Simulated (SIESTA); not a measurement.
The system is HgTe (Coloradoite).

```
CELL_PARAMETERS angstrom
0.00000 3.21450 3.21450
3.21450 0.00000 3.21450
3.21450 3.21450 0.00000
ATOMIC_POSITIONS crystal
Hg 0.00000 0.00000 0.00000
Te 0.75000 0.75000 0.75000
```

| Quantity | Value |
| --- | --- |
| Program | SIESTA 5.4.2 |
| Task | relaxation of cell and atoms |
| Functional | PBE |
| Potentials or basis | PseudoDojo 0.4 standard (PBE files) |
| Basis | DZP (energy shift 0.003 Ry; two zetas on semicore shells) |
| Grid cutoff | 1200 Ry |
| Energy shift | 0.003 Ry |
| k mesh | 5 × 5 × 5 |
| Occupations | fermi-dirac, width 0.05 eV |
| Spin | no spin polarisation |

At the start: pressure 5.5 GPa; volume 33.22 Å³/atom.

Q: How do energy, volume and symmetry change on relaxing?

A: Over 4 steps the energy falls by 58.5 meV/atom and the volume is 37.02 Å³/atom (+11.4 %); space group F-43m (No. 216, to 0.05 Å).

The path:
| step | energy change (eV) | largest force (eV/Å) | pressure (GPa) | volume (Å³) |
| --- | --- | --- | --- | --- |
| 1 | 0.0000 | 0.0000 | 5.48 | 66.43 |
| 2 | -0.0123 | 0.0000 | 5.15 | 66.80 |
| 3 | -0.1167 | 0.0001 | 0.30 | 73.47 |
| 4 | -0.1170 | 0.0000 | -0.03 | 74.04 |

Final structure:
```
Hg Te
1.0
     0.00005    3.33278    3.33278
     3.33278    0.00005    3.33278
     3.33278    3.33278    0.00005
Hg Te
1 1
Direct
  0.00000 0.00000 0.00000
  0.75000 0.75000 0.75000
```

Caveat: short orbitals over semicore shells can move pressures by several GPa; the volume moved by +11 % from the deposited cell, more than functionals usually miss; the basis of atomic orbitals isn't converged, which shifts pressures, moduli and gaps.
